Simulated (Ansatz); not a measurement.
## Run record: Co

The cell (2 atoms) is Co as a measured crystal structure (space group Fm-3m, primitive cell doubled). The computed pressure is over 10 GPa in size, so the cell is far from the computed equilibrium volume. Source: COD entry 9011623; the sample's temperature and pressure aren't taken into account, and it need not be the stable phase.

These are results of DFT, PBE, PAW, plane waves, scalar-relativistic in Ansatz, not measurements.

The input:

```yaml
crystal:
  lattice:
    - [3.617, 1.8085, 1.8085]
    - [1.8085, 3.617, 1.8085]
    - [1.8085, 1.8085, 3.617]
  atoms:
    - { symbol: Co, position: [0.0, 0.0, 0.0] }
    - { symbol: Co, position: [0.5, 0.5, 0.5], spin: 3.0 }
magnetization:
  spin_polarized: true
hamiltonian:
  xc: pbe
  pseudopotentials: { kind: paw }
basis:
  ecutwfc: 420
kpoints:
  mp_grid: { grid: [12, 12, 12] }
scf:
  occupations: { method: fermi_dirac, width: 0.1 }
  lower_state_search: "off"
output:
  forces: true
  stress: true
```

What the program printed (shortened):

```
basis.fft_grid_basis auto: the FFT boxes are laid along the combinations [[1, 0, -1], [0, 1, -1], [0, 0, 1]] of the cell's own vectors, 2.558, 2.558 and 4.430 Å long. The dense box has 18×18×30 points. Along the cell's own vectors, as sized, it would have 30×30×30, 2.78 times as many. [...]
Pseudopotentials: kind: paw
Pseudopotential: Co, paw, valence charge 17, recommended cutoff 420 eV (normal), Co.paw.azcp
Functional definition: PBE
Crystal: 2 atoms, lattice volume = 23.660 Å³
Basis set: ecut = 420 eV, 487 PW (Γ), FFT grids on a1−a3, a2−a3, a3, exchange–correlation on 36×36×60 points (8 copies of the dense FFT grid, shifted against one another)
Bands: 23, of which v1, the nominal top of the filled ones, is band 17 counted from 1 (16 counted from 0)
Symmetry: 12 space group operations
Space group: R-3m (ITA 166), of the structure as read, at distance tolerance 2.9e-5 Å
Magnetic group: BNS 166.97 (UNI 1327), of the structure as read, at distance tolerance 2.9e-5 Å
k-points: 189 of 1728
Non-local potential: Co, projectors of the file, l = 0: 3, l = 1: 2, l = 2: 3, l = 3: 1
Initial density: superposition of atomic densities (chi_scale 0.1, normalization cell)
Starting moments: Σ|m| = 3 μB on 1 of 2 sites
Initial wavefunctions: pseudopotential atomic-orbital guess
Functional: x = pbe(κ = 0.804, μ = 0.2195149727645171), c = pbe(β = 0.06672455060314922)
SCF iter   1: F=—  HF=-10251.980377 eV  |F-HF|=—  |Δ(HF+E_count)|=         —  Δρ=1.22e-1 (↑1.22e-1 ↓6.12e-2)  dr2=7.49e0  dr2_m=3.84e-1  M=2.867 μB ∫|m|=2.952 μB  β_m=0.30  ethr=3.10e-3  ⟨swp⟩=5.0  Hψ=31970  notcnv=0
preconditioner: auto → none  [metal: Δε(μ)=0.002 eV  Ē_g=8.819 eV  σ=0.100 eV  W_gap=0.01  n_scr=8 (ndim 8)  ℏωp=32.4 eV  f_vac=0.000  D(μ)=2.58/eV (n_scr^D=28)  sad-step TF]
SCF iter   2: F=—  HF=-10252.866826 eV  |F-HF|=—  |Δ(HF+E_count)|=   8.86e-1  Δρ=3.60e-1 (↑1.35e-1 ↓3.60e-1)  dr2=3.71e1  dr2_m=6.13e0  M=1.396 μB ∫|m|=1.551 μB  β_m=0.30  ethr=3.10e-3  ⟨swp⟩=2.3  Hψ=17271  notcnv=0  defer=29
SCF iter   3: F=—  HF=-10251.760063 eV  |F-HF|=—  |Δ(HF+E_count)|=    1.11e0  Δρ=7.61e-2 (↑7.61e-2 ↓5.88e-2)  dr2=1.41e-1  dr2_m=9.74e-1  M=2.713 μB ∫|m|=2.864 μB  β_m=0.30  ethr=3.10e-3  ⟨swp⟩=2.2  Hψ=15492  notcnv=0  defer=27
SCF iter   4: F=—  HF=-10251.844190 eV  |F-HF|=—  |Δ(HF+E_count)|=   8.41e-2  Δρ=9.17e-2 (↑5.60e-2 ↓9.17e-2)  dr2=2.82e-1  dr2_m=1.18e0  M=2.670 μB ∫|m|=2.844 μB  β_m=0.30  ethr=4.14e-4  ⟨swp⟩=1.8  Hψ=11127  notcnv=0  defer=27
SCF iter   5: F=—  HF=-10251.921325 eV  |F-HF|=—  |Δ(HF+E_count)|=   7.71e-2  Δρ=7.18e-2 (↑5.55e-2 ↓7.18e-2)  dr2=7.33e-2  dr2_m=8.77e-1  M=2.800 μB ∫|m|=2.988 μB  β_m=0.30  ethr=4.14e-4  ⟨swp⟩=2.0  Hψ=10640  notcnv=0  defer=28
SCF iter   6: F=—  HF=-10251.981811 eV  |F-HF|=—  |Δ(HF+E_count)|=   6.05e-2  Δρ=6.54e-2 (↑5.09e-2 ↓6.54e-2)  dr2=5.26e-2  dr2_m=7.33e-1  M=2.900 μB ∫|m|=3.103 μB  β_m=0.30  ethr=2.16e-4  ⟨swp⟩=1.2  Hψ=10110  notcnv=0  defer=30
[... 11 iterations left out ...]
SCF iter  18: F=—  HF=-10252.224705 eV  |F-HF|=—  |Δ(HF+E_count)|=   4.32e-3  Δρ=1.12e-2 (↑1.12e-2 ↓7.15e-3)  dr2=1.21e-2  dr2_m=1.62e-2  M=3.403 μB ∫|m|=3.721 μB  β_m=0.99  ethr=3.61e-5  ⟨swp⟩=1.0  Hψ=8808  notcnv=0  defer=33
SCF iter  19: F=—  HF=-10252.228149 eV  |F-HF|=—  |Δ(HF+E_count)|=   3.44e-3  Δρ=1.32e-3 (↑8.94e-4 ↓1.32e-3)  dr2=2.82e-4  dr2_m=2.33e-4  M=3.436 μB ∫|m|=3.771 μB  β_m=0.95  ethr=3.56e-5  ⟨swp⟩=1.6  Hψ=9899  notcnv=0  defer=33
SCF iter  20: F=—  HF=-10252.228257 eV  |F-HF|=—  |Δ(HF+E_count)|=   1.09e-4  Δρ=1.49e-3 (↑8.48e-4 ↓1.49e-3)  dr2=6.52e-4  dr2_m=6.77e-5  M=3.434 μB ∫|m|=3.770 μB  β_m=0.95  ethr=8.30e-7  ⟨swp⟩=2.2  Hψ=14890  notcnv=0  defer=31
SCF iter  21: F=—  HF=-10252.228179 eV  |F-HF|=—  |Δ(HF+E_count)|=   7.87e-5  Δρ=6.88e-4 (↑4.40e-4 ↓6.88e-4)  dr2=1.82e-4  dr2_m=6.24e-6  M=3.436 μB ∫|m|=3.771 μB  β_m=0.75  ethr=8.30e-7  ⟨swp⟩=2.1  Hψ=14499  notcnv=0  defer=31
SCF iter  22: F=—  HF=-10252.228153 eV  |F-HF|=—  |Δ(HF+E_count)|=   2.60e-5  Δρ=2.28e-4 (↑9.54e-5 ↓2.28e-4)  dr2=1.33e-5  dr2_m=2.12e-6  M=3.435 μB ∫|m|=3.771 μB  β_m=0.74  ethr=5.35e-7  ⟨swp⟩=1.9  Hψ=11406  notcnv=0  defer=31
SCF iter  23: F=—  HF=-10252.228154 eV  |F-HF|=—  |Δ(HF+E_count)|=   1.72e-6  Δρ=9.40e-5 (↑1.86e-5 ↓9.40e-5)  dr2=2.58e-6  dr2_m=4.06e-7  M=3.435 μB ∫|m|=3.771 μB  β_m=0.81  ethr=3.91e-8  ⟨swp⟩=1.9  Hψ=11340  notcnv=0  defer=31
SCF iter  24: F=-10252.228154 eV  HF=-10252.228154 eV  |F-HF|=3.10e-9  |Δ(HF+E_count)|=   9.09e-8  Δρ=7.11e-6 (↑2.46e-6 ↓7.11e-6)  dr2=8.29e-9  dr2_m=2.52e-9  M=3.435 μB ∫|m|=3.771 μB  ethr=2.94e-10  ⟨swp⟩=3.0  Hψ=30925  notcnv=0
SCF 1 converged in 24 iterations: F = -10252.228154 eV  dr2 = 8.29e-9
  greatest PAW one-centre occupation: 1.001 electrons in one spin orbital (limit 2), on the Co atom at site 0 (counted from 0), in its partial waves of l = 1
SCF converged after 24 iterations
Magnetization: 3.4350 μB (18.7175 up, 15.2825 down)
Absolute magnetization: 3.7715 μB (∫|ρ↑−ρ↓|, with the PAW one-centre terms)
Spin contamination: 0.0641 ħ² per cell (⟨S²⟩ above its minimum at these occupations)
Per-site moments (μB) at R_I (Å): [(1.7937, 1.0550), (1.7937, 1.0550)]
Free energy (F): -10252.228154 eV
Harris-Foulkes:  -10252.228154 eV  (|F-HF|=3.10e-9)
Internal energy: -10252.149097 eV  (E = F + TS)
E sigma→0 (E₀):  -10252.188625 eV
Entropy (-TS):   -0.079058 eV (-39.529 meV/atom)
Fermi energy:    16.955895 eV
--- Per-component energies (eV) ---
  E_band       = -547.728308
  E_kinetic    = 902.017515
  E_local      = -5909.358402  (includes V_loc(G=0)·N_el)
  E_nonlocal   = 909.194550
  E_hartree    = 2467.286287
  E_xc         = -316.101299
  E_vxc        = -407.762999  (∫ρ·V_xc dr)
  E_paw        = -3030.127854  (= ΣΔE_a)
  E_vpaw       = -976.399110  (= ΣTr[D̂ρ^β])
  E_aug_tail   = 0.000173  (compensation charges beyond the density's cutoff)
  E_ewald      = -5275.060066
  E_smearing   = -0.079058  (= −TS)
  E_closure    = -0.000000  (closes the sum)
  Σ components = -10252.228154   (vs F -10252.228154, Δ=0.00e0)
--- Forces (eV/Å), atoms counted from 1 ---
  atom   1  Co    -0.00000000    -0.00000000     0.00000000
  atom   2  Co     0.00000000    -0.00000000     0.00000000
  max |Σ_I F_I| component: 9.26e-29 eV/Å
--- Stress (GPa, compression-positive) ---
      -13.659316      -0.049121      -0.049121
       -0.049121     -13.659316      -0.049121
       -0.049121      -0.049121     -13.659316
  P = ⅓ Tr σ = -13.6593 GPa (-136.593 kbar)
```

Among 12 converged runs of this cell from various starts and settings, this end is the lowest found.

The log names the space group R-3m, not the crystal's Fm-3m, as the starting moments make like atoms unequal.

The run took 10 s on 2 threads of x86-64 server CPU, with other jobs on the host, peak memory 0.51 GiB.
